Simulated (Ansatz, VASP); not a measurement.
**NaF in VASP and in Ansatz**

POSCAR

```
NaF
1.0
    0.0680909308      2.5312613679      2.5312613679
    2.5312613679      0.0680909308      2.5312613679
    2.5993522987      2.5993522987      0.0000000000
Na F
1 1
Direct
    0.0060307447      0.0060307447     -0.0060307447
    0.2439692553      0.2439692553      0.2560307447
```

The input INCAR.step1:

```
  ALGO = Normal
  EDIFF = 1E-4
  ENCUT = 520
  GGA = PE
  ISMEAR = 0
  LASPH = T
  LCHARG = F
  LREAL = F
  LWAVE = T
  NBANDS = 14
  NELM = 80
  PREC = Accurate
  SIGMA = 0.01
```

File INCAR.step2:

```
  ALGO = Normal
  EDIFF = 1E-7
  ENCUT = 520
  ISIF = 2
  ISMEAR = 0
  ISTART = 1
  LASPH = T
  LCHARG = T
  LELF = T
  LMIXTAU = T
  LREAL = F
  LVHAR = T
  LWAVE = F
  METAGGA = R2SCAN
  NBANDS = 14
  NELM = 80
  PREC = Accurate
  SIGMA = 0.01
```

Contents of KPOINTS:

```
k-points
0
Gamma
  8 8 8
```

Input for Ansatz:

```yaml
crystal:
  lattice:
    - [0.0680909308, 2.5312613679, 2.5312613679]
    - [2.5312613679, 0.0680909308, 2.5312613679]
    - [2.5993522987, 2.5993522987, 0.0]
  atoms:
    - { symbol: Na, position: [0.0060307447, 0.0060307447, -0.0060307447] }
    - { symbol: F, position: [0.2439692553, 0.2439692553, 0.2560307447] }
kpoints:
  mp_grid: { grid: [8, 8, 8] }
  band_path:
    path:
      - [0.0, 0.0, 0.0]
      - [-0.5, -0.5, 0.0]
      - [-0.375, -0.375, 0.25]
      - [-0.375, 0.0, 0.375]
      - [0.0, 0.0, 0.5]
      - [-0.5, -0.25, 0.25]
    npoints: 1
hamiltonian:
  xc: r2scan
scf:
  occupations: { method: fixed }
  n_extra_bands: 4
output:
  forces: true
  stress: true
  eigenvalues: true
```

Change from the starting cell: shear_xy strain +5.4%.

Alike in both runs: task single point; functional r2SCAN; k mesh 8 × 8 × 8; no spin polarisation.

|  | VASP | Ansatz |
| --- | --- | --- |
| version | VASP 6.6.1 | Ansatz 0.2.0 |
| potentials or method | VASP PAW PBE potentials, release 64 (Na_pv, F) | plane waves, PAW |
| plane-wave cutoff (eV) | 520 | 500 |
| occupations | gaussian, width 0.01 eV | fixed |
| valence electrons in the cell | 14 | 16 |

|  | VASP | Ansatz | Ansatz less VASP |
| --- | --- | --- | --- |
| gap on the k mesh at the Fermi level (eV) | 6.21 | 6.19 | -0.016 |
| pressure (GPa) | -0.4 | 0.0 | +0.36 |
| largest component of the traceless stress (GPa) | 0.76 | 0.78 | +0.019 |

The two sets of potentials don't hold the same shells in valence.

Caveats: the PAW data sets were made with another functional, which shifts forces and pressure a little (VASP). A k mesh can miss the band edges.
